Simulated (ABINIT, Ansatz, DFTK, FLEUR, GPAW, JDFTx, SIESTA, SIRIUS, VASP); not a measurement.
# Ge: 10 runs at one level of theory

```
Ge
1.0
     0.00000    2.82891    2.82891
     2.82891    0.00000    2.82891
     2.82891    2.82891    0.00000
Ge
2
Direct
  0.76097 0.73326 0.75334
  0.49345 0.48940 0.51015
```

Atoms were shifted at random by some hundredths of an Å from the given cell, which wasn't relaxed again for these runs.

Alike in all runs: task single point; functional PBEsol; k mesh 8 × 8 × 8; occupations fermi-dirac, width 0.05 eV; no spin polarisation; no spin-orbit coupling. A missing gap at this level doesn't show that the real crystal is a metal. Pressure is positive in compression and, in plane waves, holds the error of the finite cutoff, which Ansatz's Pulay term estimates and takes out.

```json
{"program and potentials": "Ansatz, Ansatz PAW", "plane-wave cutoff (eV)": "420", "notes": "potentials made for PBE, which Ansatz adapts in part; 14 valence electrons an atom on average; Pulay term of +0.02 GPa included", "band gap (eV)": "no gap", "pressure (GPa)": "0.79", "largest force (eV/Å)": "0.687", "energy over the undisturbed cell (meV/atom)": "9.50"}
{"program and potentials": "SIESTA, files PseudoDojo sr-pbesol-0.4.1-standard, DZP (energy shift 0.003 Ry; two zetas on semicore shells)", "plane-wave cutoff (eV)": "-", "notes": "atomic basis; 14 valence electrons an atom on average", "band gap (eV)": "no gap", "pressure (GPa)": "1.93", "largest force (eV/Å)": "0.728", "energy over the undisturbed cell (meV/atom)": "9.80"}
{"program and potentials": "GPAW, PAW data sets generated for this functional", "plane-wave cutoff (eV)": "600", "notes": "4 valence electrons an atom on average", "band gap (eV)": "no gap", "pressure (GPa)": "1.10", "largest force (eV/Å)": "0.713", "energy over the undisturbed cell (meV/atom)": "9.90"}
{"program and potentials": "FLEUR, all-electron, FLAPW", "plane-wave cutoff (eV)": "-", "notes": "-", "band gap (eV)": "no gap", "pressure (GPa)": "-", "largest force (eV/Å)": "0.687", "energy over the undisturbed cell (meV/atom)": "-"}
{"program and potentials": "VASP, PBE PAW files Ge_d, 520 eV", "plane-wave cutoff (eV)": "520", "notes": "potentials made for PBE; 14 valence electrons an atom on average", "band gap (eV)": "no gap", "pressure (GPa)": "0.69", "largest force (eV/Å)": "0.685", "energy over the undisturbed cell (meV/atom)": "-"}
{"program and potentials": "Ansatz, all-electron LAPW, scalar-relativistic", "plane-wave cutoff (eV)": "-", "notes": "-", "band gap (eV)": "no gap", "pressure (GPa)": "0.78", "largest force (eV/Å)": "0.686", "energy over the undisturbed cell (meV/atom)": "-"}
{"program and potentials": "ABINIT, PseudoDojo NC SR PBEsol v0.4.1 standard", "plane-wave cutoff (eV)": "1061", "notes": "14 valence electrons an atom on average", "band gap (eV)": "no gap", "pressure (GPa)": "0.78", "largest force (eV/Å)": "0.687", "energy over the undisturbed cell (meV/atom)": "9.51"}
{"program and potentials": "JDFTx, PseudoDojo-SR-PBEsol-0.4.1-standard with smoothed tails", "plane-wave cutoff (eV)": "1061", "notes": "14 valence electrons an atom on average", "band gap (eV)": "no gap", "pressure (GPa)": "0.77", "largest force (eV/Å)": "0.687", "energy over the undisturbed cell (meV/atom)": "9.51"}
{"program and potentials": "SIRIUS, PseudoDojo 0.4.1 PBEsol standard (scalar relativistic)", "plane-wave cutoff (eV)": "1078", "notes": "14 valence electrons an atom on average", "band gap (eV)": "no gap", "pressure (GPa)": "0.79", "largest force (eV/Å)": "0.687", "energy over the undisturbed cell (meV/atom)": "-"}
{"program and potentials": "DFTK, PseudoDojo SR PBEsol 0.4.1 standard (PBEsol)", "plane-wave cutoff (eV)": "1061", "notes": "14 valence electrons an atom on average", "band gap (eV)": "no gap", "pressure (GPa)": "0.78", "largest force (eV/Å)": "0.687", "energy over the undisturbed cell (meV/atom)": "-"}
```

Force on atom 1 (Ge), eV/Å:

| program and potentials | x | y | z |
| --- | --- | --- | --- |
| Ansatz, Ansatz PAW | 0.432 | -0.368 | -0.387 |
| SIESTA, files PseudoDojo sr-pbesol-0.4.1-standard, DZP (energy shift 0.003 Ry; two zetas on semicore shells) | 0.459 | -0.389 | -0.410 |
| GPAW, PAW data sets generated for this functional | 0.448 | -0.382 | -0.402 |
| FLEUR, all-electron, FLAPW | 0.432 | -0.368 | -0.387 |
| VASP, PBE PAW files Ge_d, 520 eV | 0.431 | -0.368 | -0.386 |
| Ansatz, all-electron LAPW, scalar-relativistic | 0.431 | -0.368 | -0.387 |
| ABINIT, PseudoDojo NC SR PBEsol v0.4.1 standard | 0.432 | -0.368 | -0.387 |
| JDFTx, PseudoDojo-SR-PBEsol-0.4.1-standard with smoothed tails | 0.432 | -0.368 | -0.387 |
| SIRIUS, PseudoDojo 0.4.1 PBEsol standard (scalar relativistic) | 0.432 | -0.368 | -0.387 |
| DFTK, PseudoDojo SR PBEsol 0.4.1 standard (PBEsol) | 0.432 | -0.368 | -0.387 |

None finds a gap. The pressure spans 0.69 (VASP, PBE PAW files Ge_d, 520 eV) to 1.93 GPa (SIESTA, files PseudoDojo sr-pbesol-0.4.1-standard, DZP (energy shift 0.003 Ry; two zetas on semicore shells)), with all-electron results at 0.78. Rows in atomic bases carry the error of their basis and grid, which can be large.

Differences between rows come from potentials, basis sets and numerical settings, since the functional is the same but for its coding. Runs on potential files found faulty are left out.
